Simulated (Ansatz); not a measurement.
All-electron LAPW in Ansatz 0.2.0 under PBE, scalar-relativistic, energies extrapolated to zero smearing. Slabs are 1×1 cells cut from bulk crystals relaxed on PAW files, with atoms then relaxed, 16 to 20 Å of vacuum, a dipole correction, k spacings of 0.16 to 0.26 Å⁻¹ and smearing of 0.02 to 0.1 eV, without spin–orbit coupling or spin polarisation. The bulk type named needn't be the stable one, and no reconstruction is allowed.

(1) Order these slabs by surface energy, lowest first.
A. fcc Sb (110), 1 layer
B. fcc Sb (100), 6 layers
C. fcc Sb (100), 1 layer
D. fcc Sb (111), 3 layers

Results:

(1) B (0.19 J/m²), D (0.31 J/m²), C (0.50 J/m²), A (0.76 J/m²).
